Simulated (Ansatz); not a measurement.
Write the native input for Ansatz 0.2.0 that does the following.

```yaml
Task: band structure
Functional: PBE
Potentials_or_basis: Ansatz PAW
Cutoff: "420 eV (not typed: the program's choice for these potentials)"
k_mesh: 8 × 8 × 6
Occupations: fermi-dirac, width 0.05 eV
Spin: no spin polarisation
Path: "[[\"G\", \"Y\", \"F\", \"L\", \"I\"], [\"I1\", \"Z\", \"H\", \"F1\"], [\"H1\", \"Y1\", \"X\", \"G\", \"N\"], [\"M\", \"G\"]]"
Points_for_each_segment_of_the_path: 14
```

The system is TiO2.

```xyz
6
Lattice="2.7060 -2.7067 0.0000 2.7060 2.7067 0.0000 -2.6335 0.0000 4.7966" Properties=species:S:1:pos:R:3 pbc="T T T"
Ti    0.7309   -1.9807    3.5975
Ti    2.0477    1.9807    1.1992
O     0.6963    0.6563    0.8018
O     2.0823   -0.6563    3.9949
O     3.3990    0.6563    1.5966
O    -0.6205   -0.6563    3.2001
```

The cell is a database's computed one.

The input as run:

input.yaml

```yaml
crystal:
  lattice:
    - [2.706034, -2.706655, 0.0]
    - [2.706034, 2.706655, 0.0]
    - [-2.633531, 0.0, 4.796637]
  atoms:
    - { symbol: Ti, position: [0.86589, 0.13411, 0.75] }
    - { symbol: Ti, position: [0.13411, 0.86589, 0.25] }
    - { symbol: O, position: [0.088755, 0.331221, 0.167149] }
    - { symbol: O, position: [0.911245, 0.668779, 0.832851] }
    - { symbol: O, position: [0.668779, 0.911245, 0.332851] }
    - { symbol: O, position: [0.331221, 0.088755, 0.667149] }
hamiltonian:
  xc: pbe
  pseudopotentials: { kind: paw }
kpoints:
  mp_grid: { grid: [8, 8, 6] }
  band_path:
    path:
      - [[0.0, 0.0, 0.0], [-0.4612513445, -0.4612513445, 0.0808612034], [-0.5021272409, -0.5021272409, 0.252610114], [-0.5, -0.5, 0.5], [-0.5794315881, -0.4205684119, 0.5]]
      - [[-0.4205684119, 0.4205684119, 0.5], [0.0, 0.0, 0.5], [-0.4203754482, -0.4203754482, 0.9091122929], [-0.4978727591, -0.4978727591, 0.747389886]]
      - [[-0.5796245518, 0.4203754482, 0.0908877071], [-0.5387486555, 0.4612513445, -0.0808612034], [-0.5, 0.5, 0.0], [0.0, 0.0, 0.0], [-0.5, 0.0, 0.0]]
      - [[-0.5, 0.0, 0.5], [0.0, 0.0, 0.0]]
    npoints: 14
scf:
  occupations: { method: fermi_dirac, width: 0.05 }
  n_extra_bands: 15
output:
  forces: true
  stress: true
  eigenvalues: true
  fatbands: true
  write_density: true
  write_potential: true
  elf: true
  volumetric_format: npy
```

Potentials or basis: Ansatz PAW.

Launch:

```console
$ ansatz run input.yaml --threads 2 --pin off --max-ram 5632MiB --backend cpu --events-out ev --progress --plain --runs-dir out
```

Results of the run:

The pressure is -1.7 GPa. The largest force is 0.128 eV/Å, the band gap on the k mesh is 2.07 eV, indirect (least direct gap 2.41 eV) and the band gap along the path is 2.04 eV, indirect (least direct gap 2.51 eV).

Caveat: the pressure holds a Pulay correction of +0.7 GPa for the finite cutoff.

Wall time 19 s on 2 threads of Intel(R) Xeon(R) Processor @ 2.70GHz, on a shared host, peak memory 0.63 GiB.
